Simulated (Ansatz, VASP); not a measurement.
This is a calculation of Zn for VASP 6.6.1.

Contents of POSCAR:

```
Zn
1.0
   -1.5896845915      1.5896845915      1.5896845915
    1.5896845915     -1.5896845915      1.5896845915
    1.5896845915      1.5896845915     -1.5896845915
Zn
1
Direct
    0.0000000000      0.0000000000      0.0000000000
```

The input INCAR.step1:

```
PREC = Accurate
ENCUT = 520
ISMEAR = -1
SIGMA = 0.05
LREAL = F
LASPH = T
NELM = 100
NBANDS = 12
GGA = PE
ALGO = Normal
EDIFF = 1E-4
LWAVE = T
LCHARG = F
```

File INCAR.step2:

```
PREC = Accurate
ENCUT = 520
EDIFF = 1E-7
ISMEAR = -1
SIGMA = 0.05
LREAL = F
LASPH = T
NELM = 100
ALGO = Normal
ISIF = 2
LWAVE = F
LCHARG = T
METAGGA = R2SCAN
LMIXTAU = T
LELF = T
LVHAR = T
NBANDS = 12
ISTART = 1
```

Contents of KPOINTS:

```
regular mesh
0
Gamma
  12 12 12
```

Potentials or basis: VASP PAW PBE potentials, release 64 (Zn).

Run with:

```sh
$ cat potpaw_PBE.64/Zn/POTCAR > POTCAR
$ cp INCAR.step1 INCAR
$ mpirun -np 1 vasp_std > vasp.out
$ cp INCAR.step2 INCAR
$ mpirun -np 1 vasp_std > vasp.out
```

Set up the same calculation for Ansatz 0.2.0. Potentials there: Ansatz PAW.

As run (the cutoff follows the program's own potentials):

input.yaml

```yaml
crystal:
  lattice:
    - [-1.5896845915, 1.5896845915, 1.5896845915]
    - [1.5896845915, -1.5896845915, 1.5896845915]
    - [1.5896845915, 1.5896845915, -1.5896845915]
  atoms:
    - { symbol: Zn, position: [0.0, 0.0, 0.0] }
hamiltonian:
  xc: r2scan
  pseudopotentials: { kind: paw }
kpoints:
  mp_grid: { grid: [12, 12, 12] }
scf:
  occupations: { method: fermi_dirac, width: 0.05 }
output:
  forces: true
  stress: true
  eigenvalues: true
```

Potentials or basis: Ansatz PAW.

Run with:

```console
$ ansatz run input.yaml --threads 2 --pin off --max-ram 5632MiB --backend cpu --events-out ev --progress --plain --runs-dir out
```

Both were run:

|  | VASP | Ansatz | Ansatz less VASP |
| --- | --- | --- | --- |
| gap on the k mesh at the Fermi level (eV) | none | none | - |
| pressure (GPa) | -6.9 | -6.9 | -0.07 |

A gap of «none» marks a metal or a gap that the smearing closes.

Caveats: the PAW data sets were made with another functional, which shifts forces and pressure a little (VASP); the PAW data sets come from PBE, with cores solved anew for the run's functional, which leaves a small shift of forces and pressure (Ansatz).
